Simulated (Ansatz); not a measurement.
# TiAl3: convergence and cost

An exercise on one series of results from a longer session: the logs are not shown, and one member is left open.

Computed with Ansatz 0.2.0 (DFT r2SCAN, scalar-relativistic, plane waves, PAW for the base; runs at other levels say so in their headings and inputs, unless a step's input says otherwise).

1 further run of the same task is left out (set aside as unsound or not needed). Runs told in other sessions of the task aren't counted.

## The system as given

The structure is orthorhombic, space group Pmm2 (No. 25). The conventional cell has a = 2.840 Å, b = 4.681 Å, c = 4.901 Å, α = 90.00°, β = 90.00°, γ = 90.00°. Ti (site symmetry mm2) has 10 Al at 2.83 to 2.85 Å and 2 Ti at 2.84 Å in its first shell of neighbours. Al (site symmetry mm2) is surrounded by 4 Ti at 2.83 to 2.84 Å and 8 Al at 2.84 to 2.86 Å. Al (site symmetry mm2) is surrounded by 8 Al at 2.81 to 2.86 Å and 4 Ti at 2.85 Å. Al (site symmetry mm2) is surrounded by 10 Al at 2.81 to 2.86 Å and 2 Ti at 2.85 Å.

Coordinates:

```cif
data_structure
_symmetry_space_group_name_H-M 'Pmm2'
_symmetry_Int_Tables_number 25
_cell_length_a 2.8397
_cell_length_b 4.6813
_cell_length_c 4.9007
_cell_angle_alpha 90.000
_cell_angle_beta 90.000
_cell_angle_gamma 90.000
_cell_volume 65.15
loop_
_atom_site_label
_atom_site_type_symbol
_atom_site_symmetry_multiplicity
_atom_site_Wyckoff_symbol
_atom_site_fract_x
_atom_site_fract_y
_atom_site_fract_z
_atom_site_occupancy
Ti1 Ti 1 b 0.00000 0.50000 0.16592 1
Al1 Al 1 d 0.50000 0.50000 0.66727 1
Al2 Al 1 c 0.50000 0.00000 0.33091 1
Al3 Al 1 a 0.00000 0.00000 0.83590 1
```

The structure comes from the Materials Project (structure only); it is used as listed.

## The base input

input.yaml reads:

```yaml
crystal:
  lattice:
    - [2.839677, 0.0, 0.0]
    - [0.0, 4.681264, 0.0]
    - [0.0, 0.0, 4.900742]
  atoms:
    - { symbol: Ti, position: [0.0, 0.5, 0.165916] }
    - { symbol: Al, position: [0.5, 0.5, 0.667271] }
    - { symbol: Al, position: [0.5, 0.0, 0.330912] }
    - { symbol: Al, position: [0.0, 0.0, 0.8359] }
basis:
  ecutwfc: 500
kpoints:
  mp_grid: { grid: [14, 10, 10] }
hamiltonian:
  xc: r2scan
scf:
  occupations: { method: gaussian, width: 0.1 }
output:
  forces: true
  stress: true
  eigenvalues: true
  populations: true
  write_density: true
  write_potential: true
  elf: true
  volumetric_format: npy
```

It was run beforehand and gave: -1031.6594 eV/atom at zero smearing, pressure -2.17 GPa, largest force 0.040 eV/Å, no gap on the mesh, in 7 SCF cycles and 2.4 min.

The first run:

input.yaml reads:

```yaml
crystal:
  lattice:
    - [2.839677, 0.0, 0.0]
    - [0.0, 4.681264, 0.0]
    - [0.0, 0.0, 4.900742]
  atoms:
    - { symbol: Ti, position: [0.0, 0.5, 0.165916] }
    - { symbol: Al, position: [0.5, 0.5, 0.667271] }
    - { symbol: Al, position: [0.5, 0.0, 0.330912] }
    - { symbol: Al, position: [0.0, 0.0, 0.8359] }
basis:
  ecutwfc: 420
kpoints:
  mp_grid: { grid: [14, 10, 10] }
hamiltonian:
  xc: lda
scf:
  occupations: { method: gaussian, width: 0.1 }
output:
  forces: true
  stress: true
  eigenvalues: true
relax:
  adjacent_minimum: "off"
  f_tol: 0.01
  max_steps: 60
  cell: { stress_tol: 0.05 }
```

Run with:

```sh
$ ansatz run input.yaml --threads 1 --pin off --max-ram 2560MiB --backend cpu --events-out ev --progress --plain --runs-dir out
```

Steps of the session up to this table: Relaxation, functional: LDA; Relaxing with functional PBEsol; Relaxation, functional: PBE; Relaxation, functional: r2SCAN.

One table of the session follows, with a row left open; its other results are not shown here.

It belongs to the step «What the functional of a full relaxation changes». 

| functional | a (Å) | b (Å) | c (Å) | volume (Å³/atom) |
| --- | --- | --- | --- | --- |
| LDA | 2.754 | 4.632 | 4.850 | 15.46 |
| PBEsol | ? | ? | ? | ? |
| PBE | 2.804 | 4.712 | 4.930 | 16.28 |
| r2SCAN | 2.785 | 4.675 | 4.902 | 15.95 |

Estimate the missing values for PBEsol.

As computed: a (Å): 2.782; b (Å): 4.671; c (Å): 4.894; volume (Å³/atom): 15.90. In the column «a (Å)» it lies between LDA (2.754) and r2SCAN (2.785).
